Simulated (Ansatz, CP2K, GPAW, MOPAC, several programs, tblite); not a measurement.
## Many methods on one cell: PbS (CsCl type)

PbS, CsCl type, relaxed with r2SCAN in Ansatz, was computed with several methods. The symmetry is Pm-3m (No. 221, cubic); a = 3.635 Å in the conventional setting, 24.02 Å³ an atom. Around Pb lie 8 S at 3.15 Å; around S lie 8 Pb at 3.15 Å. (Calculated; spin-unpolarised; the phase may be known or hypothetical.)

```cif
data_structure
_symmetry_space_group_name_H-M 'P 1'
_symmetry_Int_Tables_number 1
_cell_length_a 3.6351
_cell_length_b 3.6351
_cell_length_c 3.6351
_cell_angle_alpha 90.000
_cell_angle_beta 90.000
_cell_angle_gamma 90.000
_cell_volume 48.04
loop_
_atom_site_label
_atom_site_type_symbol
_atom_site_fract_x
_atom_site_fract_y
_atom_site_fract_z
_atom_site_occupancy
Pb1 Pb 0.00000 0.00000 0.00000 1
S1 S 0.50000 0.50000 0.50000 1
```

Gaps and times are for a single point on this cell; volume and bulk modulus come from each method's own relaxation or energy curve at fixed shape. Times are rough, from shared hosts (Arm Neoverse V2), and each method has its own mesh and cell size. PM6 (MOPAC), PM7 (MOPAC), GFN1-xTB (tblite), GFN2-xTB (tblite) treat a cluster of cells at its zone centre, which samples few k points: where these miss a band edge, the gap comes out too large for that reason alone. Gaps from k meshes are read at a limited set of points (mesh, symmetry points, PBE's band edges), so each method's own least gap may be somewhat smaller. xTB and the PM methods were fitted mostly to molecules, and can miss a solid's gap by electronvolts. Minimal bases can be far off for gaps. d marks a direct gap, i an indirect one (no mark: not told apart), a dash a value that wasn't computed or didn't pass its checks.

```
                              method              kind      gap (eV)  own volume (Å³/atom)  bulk modulus (GPa)  atoms computed  processor time
light PBE (260 eV and a coarse mesh)  light plane-wave  overlap 0.48                     –                   –               2          0.62 s
                   GFN1-xTB (tblite)     tight binding          2.71                     –                   –              54           1.3 s
                                 PBE         semilocal  overlap 0.45                 24.35                  58               2           1.8 s
                   GFN2-xTB (tblite)     tight binding          2.45                     –                   –              54           2.5 s
                      PBE/SZV (CP2K)       small basis  overlap 1.54                 23.72                  77               2           2.6 s
              PBE/single zeta (GPAW)       small basis  overlap 0.66                     –                   –               2           3.5 s
                              r2SCAN         semilocal  overlap 0.25                 24.02                  64               2           4.3 s
                         PM7 (MOPAC)    semi-empirical          7.14                     –                   –              54           5.4 s
                     PBE/DZVP (CP2K)       small basis  overlap 0.60                 24.76                  59               2           5.8 s
                         PM6 (MOPAC)    semi-empirical          5.72                     –                   –              54           6.9 s
```

Volumes against r2SCAN's: PBE +1.4 %, PBE/SZV (CP2K) -1.2 %, PBE/DZVP (CP2K) +3.1 %.

With PBE and r2SCAN the bands overlap or touch, or nearly. Semilocal functionals can close a real gap, so this doesn't show a metal; small gaps of other methods may in turn close between the points read or with spin-orbit coupling, and the solid may be a semimetal.

Spin-orbit coupling is left out; in compounds of Pb, Bi, Tl or Hg it can lower a gap by up to about 1 eV, split its edges or invert the bands.
